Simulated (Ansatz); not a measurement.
**Magnetic states of nickel, hcp**

Theory: DFT, revPBE, plane waves (420 eV) with PAW, scalar-relativistic (Ansatz). The PAW files were generated under PBE, with cores re-solved for the functional.

Each start was relaxed and then solved on a dense mesh, with Fermi-Dirac smearing of 0.05 eV (0.1 eV in a metal without spin) extrapolated to zero. Rows within 2 meV/atom of each other tie.

Question: Where does each start end, and how do the energies compare? Starts: non-magnetic; antiferromagnetic (alternate layers); ferromagnetic.

Answer: 
```
                               start                                 ends  ΔE (meV/atom)  V (Å³/atom)
                       ferromagnetic  ferromagnetic, net 0.66 μB per atom            0.0        11.17
antiferromagnetic (alternate layers)  ferromagnetic, net 0.66 μB per atom            0.0        11.17
                        non-magnetic                    spin not included           54.1        11.12
```
